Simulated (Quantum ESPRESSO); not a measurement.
# TiNi (Pm-3m) in Quantum ESPRESSO: settings compared, part 2 of 2

Quantum ESPRESSO 7.5. The steps go on from the part before.

## (3) Single point, LDA, collinear spin, ferromagnetic start, 12.54 Å³/atom

pw.in

```
&CONTROL
  calculation = 'scf'
  prefix = 'pwscf'
  outdir = './tmp'
  pseudo_dir = './pseudo'
  tprnfor = .true.
  tstress = .true.
  disk_io = 'nowf'
/
&SYSTEM
  ibrav = 0
  nat = 2
  ntyp = 2
  ecutwfc = 45
  ecutrho = 360
  nbnd = 25
  occupations = 'smearing'
  smearing = 'fd'
  degauss = 0.00367493
  nspin = 2
  starting_magnetization(1) = 0.0556
  starting_magnetization(2) = 0.0833
/
&ELECTRONS
  conv_thr = 4d-10
  electron_maxstep = 120
  mixing_beta = 0.3
/
ATOMIC_SPECIES
Ni    58.6934 ni_lda_v1.4.uspp.F.UPF
Ti    47.8670 ti_lda_v1.4.uspp.F.UPF
CELL_PARAMETERS angstrom
   2.9270680729    0.0000000000    0.0000000000
   0.0000000000    2.9270680729    0.0000000000
   0.0000000000    0.0000000000    2.9270680729
ATOMIC_POSITIONS crystal
Ni     0.0000000000    0.0000000000    0.0000000000
Ti     0.5000000000    0.5000000000    0.5000000000
K_POINTS automatic
9 9 9 0 0 0
```

Potentials or basis: GBRV 1.5 LDA.

Launch:

```
$ OMP_NUM_THREADS=1 mpirun -n 2 pw.x -nk 2 -in pw.in > pw.out
```

pw.out:

```text
This program is part of the open-source Quantum ESPRESSO suite
     for quantum simulation of materials; please cite
[... 6 lines left out ...]
     using ibrav=0 with symmetry is DISCOURAGED, use correct ibrav instead

     K-points division:     npool     =       2
     Subspace diagonalization in iterative solution of the eigenvalue problem:
     a serial algorithm will be used

     G-vector sticks info
     --------------------
     sticks:   dense  smooth     PW     G-vecs:    dense   smooth      PW
     Sum         877     437    137                19549     6931    1237

     Using Slab Decomposition

     bravais-lattice index     =            0
     lattice parameter (alat)  =       5.5314  a.u.
     unit-cell volume          =     169.2369 (a.u.)^3
     number of atoms/cell      =            2
     number of atomic types    =            2
[... 617 lines left out ...]
    20.0975  20.0975  20.0975  26.3337  26.3337  26.3337  33.1959  33.1959
    37.0145
[... 234 lines left out ...]
   -85.6454 -46.4859 -46.4859 -46.4859 -39.0453 -15.8333 -15.8329 -15.8329
    14.0955  14.2113  14.2113  14.8525  14.8633  14.8633  16.0449  16.0449
    20.4775  20.4775  23.9557  24.5154  25.6235  25.6235  27.9667  27.9667
    28.6132

     the Fermi energy is    17.2856 ev

!    total energy              =    -462.49493507 Ry
     estimated scf accuracy    <          4.7E-11 Ry
     smearing contrib. (-TS)   =      -0.00201144 Ry
     internal energy E=F+TS    =    -462.49292363 Ry

     The total energy is F=E-TS. E is the sum of the following terms:
     one-electron contribution =    -246.58122096 Ry
     hartree contribution      =     139.79771827 Ry
     xc contribution           =     -53.01849760 Ry
     ewald contribution        =    -302.69092334 Ry

     total magnetization       =     0.00 Bohr mag/cell
     absolute magnetization    =     0.00 Bohr mag/cell

     convergence has been achieved in  20 iterations

     negative rho (up, down):  2.522E-04 2.522E-04

     Forces acting on atoms (cartesian axes, Ry/au):

     atom    1 type  1   force =     0.00000000    0.00000000    0.00000000
     atom    2 type  2   force =     0.00000000    0.00000000    0.00000000

     Total force =     0.000000     Total SCF correction =     0.000000

     Computing stress (Cartesian axis) and pressure

     negative rho (up, down):  2.522E-04 2.522E-04
          total   stress  (Ry/bohr**3)                   (kbar)     P=       20.52
   0.00013951   0.00000000   0.00000000           20.52        0.00        0.00
   0.00000000   0.00013951   0.00000000            0.00       20.52        0.00
   0.00000000   0.00000000   0.00013951            0.00        0.00       20.52

=------------------------------------------------------------------------------=
   JOB DONE.
=------------------------------------------------------------------------------=
```

Run time: 18 s. Hardware: 2 MPI ranks of Arm Neoverse V2, shared host; peak memory 0.2 GiB.

What came out:

| Item | Value |
| --- | --- |
| Free energy | -6292.5642 eV |
| Pressure | 2.1 GPa |
| Band gap on the k mesh | none (metal or under the smearing width) |
| Net moment | 0.00 μB per cell |
| Absolute moment | 0.00 μB per cell |
| Valence electrons inside the program's atomic spheres | Ni 16.94; Ti 9.97 |

## (4) Single point, LDA, collinear spin, ferromagnetic start, 12.81 Å³/atom

pw.in, as its differences from that of step 3:

```diff
@@ -32,5 +32,5 @@
 CELL_PARAMETERS angstrom
-   2.9270680729    0.0000000000    0.0000000000
-   0.0000000000    2.9270680729    0.0000000000
-   0.0000000000    0.0000000000    2.9270680729
+   2.9476819075    0.0000000000    0.0000000000
+   0.0000000000    2.9476819075    0.0000000000
+   0.0000000000    0.0000000000    2.9476819075
 ATOMIC_POSITIONS crystal
```

Launch:

```
$ OMP_NUM_THREADS=1 mpirun -n 2 pw.x -nk 2 -in pw.in > pw.out
```

It took 23 s on 2 MPI ranks of Arm Neoverse V2, shared host; peak memory 0.2 GiB.

The run converged. Its results:

| Quantity | Value |
| --- | --- |
| Free energy | -6292.5648 eV |
| Pressure | -2.0 GPa |
| Band gap on the k mesh | none (metal or under the smearing width) |
| Net moment | 0.00 μB per cell |
| Absolute moment | 0.00 μB per cell |
| Valence electrons inside the program's atomic spheres | Ni 16.96; Ti 9.98 |

## (5) Single point, LDA, collinear spin, ferromagnetic start, 13.07 Å³/atom

pw.in, as its differences from that of step 4:

```diff
@@ -32,5 +32,5 @@
 CELL_PARAMETERS angstrom
-   2.9476819075    0.0000000000    0.0000000000
-   0.0000000000    2.9476819075    0.0000000000
-   0.0000000000    0.0000000000    2.9476819075
+   2.9680113906    0.0000000000    0.0000000000
+   0.0000000000    2.9680113906    0.0000000000
+   0.0000000000    0.0000000000    2.9680113906
 ATOMIC_POSITIONS crystal
```

Launch:

```
$ OMP_NUM_THREADS=1 mpirun -n 2 pw.x -nk 2 -in pw.in > pw.out
```

Run time: 23 s. Hardware: 2 MPI ranks of Arm Neoverse V2, shared host; peak memory 0.2 GiB.

It converged, with:

```
Free energy                                           : -6292.5528 eV
Pressure                                              : -5.5 GPa
Band gap on the k mesh                                : none (metal or under the smearing width)
Net moment                                            : 0.00 μB per cell
Absolute moment                                       : 0.00 μB per cell
Valence electrons inside the program's atomic spheres : Ni 16.97; Ti 10.00
```

## (6) Single point, LDA, collinear spin, ferromagnetic start, 13.34 Å³/atom

pw.in, as its differences from that of step 5:

```diff
@@ -32,5 +32,5 @@
 CELL_PARAMETERS angstrom
-   2.9680113906    0.0000000000    0.0000000000
-   0.0000000000    2.9680113906    0.0000000000
-   0.0000000000    0.0000000000    2.9680113906
+   2.9880661300    0.0000000000    0.0000000000
+   0.0000000000    2.9880661300    0.0000000000
+   0.0000000000    0.0000000000    2.9880661300
 ATOMIC_POSITIONS crystal
```

Potentials or basis: GBRV 1.5 LDA.

Launch:

```
$ OMP_NUM_THREADS=1 mpirun -n 2 pw.x -nk 2 -in pw.in > pw.out
```

Wall time 24 s (2 MPI ranks of Arm Neoverse V2, shared host); peak memory 0.2 GiB.

Results (log left out):

```
Free energy                                           : -6292.5295 eV
Pressure                                              : -8.8 GPa
Band gap on the k mesh                                : none (metal or under the smearing width)
Net moment                                            : 0.00 μB per cell
Absolute moment                                       : 0.00 μB per cell
Valence electrons inside the program's atomic spheres : Ni 16.99; Ti 10.01
```

## (7) Single point, LDA, collinear spin, ferromagnetic start, 13.61 Å³/atom

pw.in, as its differences from that of step 6:

```diff
@@ -32,5 +32,5 @@
 CELL_PARAMETERS angstrom
-   2.9880661300    0.0000000000    0.0000000000
-   0.0000000000    2.9880661300    0.0000000000
-   0.0000000000    0.0000000000    2.9880661300
+   3.0078552241    0.0000000000    0.0000000000
+   0.0000000000    3.0078552241    0.0000000000
+   0.0000000000    0.0000000000    3.0078552241
 ATOMIC_POSITIONS crystal
```

Launch:

```
$ OMP_NUM_THREADS=1 mpirun -n 2 pw.x -nk 2 -in pw.in > pw.out
```

It took 22 s on 2 MPI ranks of Arm Neoverse V2, shared host; peak memory 0.2 GiB.

It converged, with:

```
Free energy                                           : -6292.4961 eV
Pressure                                              : -11.6 GPa
Band gap on the k mesh                                : none (metal or under the smearing width)
Net moment                                            : 0.00 μB per cell
Absolute moment                                       : 0.00 μB per cell
Valence electrons inside the program's atomic spheres : Ni 17.01; Ti 10.02
```

## (8) Single point, LDA, collinear spin, ferromagnetic start, 13.87 Å³/atom

pw.in, as its differences from that of step 7:

```diff
@@ -32,5 +32,5 @@
 CELL_PARAMETERS angstrom
-   3.0078552241    0.0000000000    0.0000000000
-   0.0000000000    3.0078552241    0.0000000000
-   0.0000000000    0.0000000000    3.0078552241
+   3.0273872988    0.0000000000    0.0000000000
+   0.0000000000    3.0273872988    0.0000000000
+   0.0000000000    0.0000000000    3.0273872988
 ATOMIC_POSITIONS crystal
```

Launch:

```
$ OMP_NUM_THREADS=1 mpirun -n 2 pw.x -nk 2 -in pw.in > pw.out
```

It took 24 s on 2 MPI ranks of Arm Neoverse V2, shared host; peak memory 0.2 GiB.

Results (log left out):

```yaml
Free_energy: -6292.4535 eV
Pressure: -14.2 GPa
Band_gap_on_the_k_mesh: none (metal or under the smearing width)
Net_moment: 0.00 μB per cell
Absolute_moment: 0.00 μB per cell
Valence_electrons_inside_the_program's_atomic_spheres: Ni 17.02; Ti 10.03
```

## (9) Single point, LDA, collinear spin, ferromagnetic start, 14.14 Å³/atom

pw.in, as its differences from that of step 8:

```diff
@@ -32,5 +32,5 @@
 CELL_PARAMETERS angstrom
-   3.0273872988    0.0000000000    0.0000000000
-   0.0000000000    3.0273872988    0.0000000000
-   0.0000000000    0.0000000000    3.0273872988
+   3.0466705404    0.0000000000    0.0000000000
+   0.0000000000    3.0466705404    0.0000000000
+   0.0000000000    0.0000000000    3.0466705404
 ATOMIC_POSITIONS crystal
```

Potentials or basis: GBRV 1.5 LDA.

Launch:

```
$ OMP_NUM_THREADS=1 mpirun -n 2 pw.x -nk 2 -in pw.in > pw.out
```

Wall time 25 s (2 MPI ranks of Arm Neoverse V2, shared host); peak memory 0.2 GiB.

It converged, with:

| Item | Value |
| --- | --- |
| Free energy | -6292.4028 eV |
| Pressure | -16.5 GPa |
| Band gap on the k mesh | none (metal or under the smearing width) |
| Net moment | 0.00 μB per cell |
| Absolute moment | 0.00 μB per cell |
| Valence electrons inside the program's atomic spheres | Ni 17.04; Ti 10.04 |

## (10) Equation of state, LDA, collinear spin, ferromagnetic start

Potentials or basis: GBRV 1.5 LDA.

This step only gathers the single runs of the series.

Results:

* Equilibrium volume: 12.68 Å³/atom
* Bulk modulus: 189 GPa
* Pressure derivative of the bulk modulus: 4.2

Energy against volume, from the lowest point:
```
volume (Å³/atom)  energy (meV/atom)
          12.539               0.32
          12.806               0.00
          13.073               5.99
          13.340              17.63
          13.606              34.36
          13.873              55.65
          14.140              81.01
```

## (11) For comparison

An earlier run on the cell as given: functional PBEsol; potentials or basis GBRV 1.5 PBEsol; cutoff 612 eV; density cutoff 4898 eV; k mesh 9 × 9 × 9; occupations fermi-dirac, width 0.05 eV; collinear spin, ferromagnetic start; starting moments [1.0, 1.0] μB.

- Pressure: -3.2 GPa
- Band gap on the k mesh: none (metal or under the smearing width)
- Net moment: 0.00 μB per cell
- Absolute moment: 0.00 μB per cell
- Valence electrons inside the program's atomic spheres: Ni 16.98; Ti 9.99

## (12) Overview

```tsv
task	level	potentials or basis	form of the LDA correlation	gap on the mesh (eV)	pressure (GPa)	moment (μB)
band structure	PBEsol	GBRV 1.5 PBEsol	-	none	-3.2	0.00
equation of state	LDA	GBRV 1.5 LDA	PZ81	-	-	-
single point	PBEsol	GBRV 1.5 PBEsol	-	none	-3.2	0.00
```

Alike in all rows: spin collinear, ferromagnetic start; cell as given; k mesh 9 × 9 × 9; cutoff (eV) 612; smearing fermi-dirac 0.05 eV.

Total energies depend on the potentials used, so only differences within one code and one set of settings carry meaning.
